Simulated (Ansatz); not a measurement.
# Nb2Sn: the cost of one run

Computed with Ansatz 0.2.0 (DFT r2SCAN, scalar-relativistic, plane waves, PAW, unless a step's input says otherwise).

1 further run of the same task is left out (set aside as unsound or not needed).

### Step 1. Starting point

The structure is trigonal, space group P-3m1 (No. 164). Conventional cell: a = 3.110 Å, b = 3.110 Å, c = 4.942 Å, α = 90.00°, β = 90.00°, γ = 120.00°. Around Ta (site symmetry 3m) lie 3 C at 2.19 Å. C (site symmetry -3m) is surrounded by 6 Ta at 2.19 Å.

As a file:

```cif
data_structure
_symmetry_space_group_name_H-M 'P-3m1'
_symmetry_Int_Tables_number 164
_cell_length_a 3.1102
_cell_length_b 3.1102
_cell_length_c 4.9423
_cell_angle_alpha 90.000
_cell_angle_beta 90.000
_cell_angle_gamma 120.000
_cell_volume 41.40
loop_
_atom_site_label
_atom_site_type_symbol
_atom_site_symmetry_multiplicity
_atom_site_Wyckoff_symbol
_atom_site_fract_x
_atom_site_fract_y
_atom_site_fract_z
_atom_site_occupancy
Ta1 Ta 2 d 0.33333 0.66667 0.25356 1
C1 C 1 a 0.00000 0.00000 0.00000 1
```

This cell was relaxed beforehand with the same method: volume 13.80 Å³/atom, gap on the mesh none (metal).

### Step 2. C → Sn, Ta → Nb: the starting cell

Nb2Sn starts from the relaxed positions of Ta2C, with all lengths scaled by 1.082, a guess from tabulated radii.

### Step 3. Quick check of gap, pressure and forces (Nb2Sn)

Contents of input.yaml:

```yaml
crystal:
  lattice:
    - [3.3660269546, 0.0, 0.0]
    - [-1.6830134773, 2.9150648525, 0.0]
    - [0.0, 0.0, 5.3488848266]
  atoms:
    - { symbol: Nb, position: [0.3333333333, 0.6666666667, 0.2535635792] }
    - { symbol: Nb, position: [0.6666666667, 0.3333333333, 0.7464364208] }
    - { symbol: Sn, position: [0.0, 0.0, 0.0] }
basis:
  ecutwfc: 500
kpoints:
  mp_grid: { grid: [6, 6, 4] }
hamiltonian:
  xc: r2scan
scf:
  occupations: { method: gaussian, width: 0.1 }
output:
  forces: true
  stress: true
  eigenvalues: true
```

The run is started by

```console
ansatz run input.yaml --threads 1 --pin off --max-ram 2560MiB --backend cpu --events-out ev --progress --plain --runs-dir out
```

What time and memory should one allow on 1 thread of Intel Xeon at 2.50GHz (Skylake/Cascade Lake), shared host?

About 7.2 s, with a peak of 0.47 GiB.
